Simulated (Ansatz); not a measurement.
**WS2 (CdI2 type): a single-point run**

Aim: a sound single-point run of WS2 (CdI2 type). The structure is shown as the input types it.

Method: DFT, PBE, all-electron LAPW, scalar-relativistic, in Ansatz 0.2.0.

### Step 1. The starting structure

It takes space group P-3m1 (No. 164, trigonal). The conventional cell has a = 3.211 Å, b = 3.211 Å, c = 7.071 Å, α = 90.00°, β = 90.00°, γ = 120.00°. W (site symmetry -3m) has 6 S at 2.43 Å as nearest neighbours. Around S (site symmetry 3m) lie 3 W at 2.43 Å.

As a file:

```xyz
3
Lattice="3.2110 0.0000 0.0000 -1.6055 2.7808 0.0000 0.0000 0.0000 7.0708" Properties=species:S:1:pos:R:3 pbc="T T T"
W     0.0000    0.0000    0.0000
S     0.0000    1.8539    1.5769
S     1.6055    0.9269    5.4940
```

### Step 2. Running it

input.yaml

```yaml
crystal:
  lattice:
    - [3.2110037968, 0.0, 0.0]
    - [-1.6055018984, 2.7808108597, 0.0]
    - [0.0, 0.0, 7.0708228609]
  atoms:
    - { symbol: W, position: [0.0, 0.0, 0.0] }
    - { symbol: S, position: [0.3333333333, 0.6666666667, 0.223009562] }
    - { symbol: S, position: [0.6666666667, 0.3333333333, 0.776990438] }
kpoints:
  mp_grid: { grid: [11, 11, 6], kspacing: 0.3 }
  band_path:
    path:
      - [0.0, 0.0, 0.0]
      - [0.5, 0.0, 0.0]
      - [0.3333333333, 0.3333333333, 0.0]
      - [0.0, 0.0, 0.0]
      - [0.0, 0.0, 0.5]
      - [0.5, 0.0, 0.5]
      - [0.3333333333, 0.3333333333, 0.5]
      - [0.0, 0.0, 0.5]
      - [0.5, 0.0, 0.5]
    npoints: 14
scf:
  occupations: { method: fermi_dirac, width: 0.05 }
  max_iter: 100
hamiltonian:
  xc: pbe
  pseudopotentials: { kind: all_electron, lapw: { basis_error: 0.001 } }
output:
  forces: true
  stress: true
  eigenvalues: true
  populations: true
```

The run is started by

```bash
> ansatz run input.yaml --threads 1 --pin off --max-ram 3072MiB --backend cpu --events-out ev --progress --plain --runs-dir out
```

What happens when this is run?

Nothing was computed: the input was turned down at the start. It says: «invalid value for `kpoints.mp_grid.kspacing`: mutually exclusive with `grid` — set one or the other»

In the input, kpoints.mp_grid.kspacing is 0.3. The k-point mesh is ill-defined.

Fix: delete kpoints.mp_grid.kspacing.
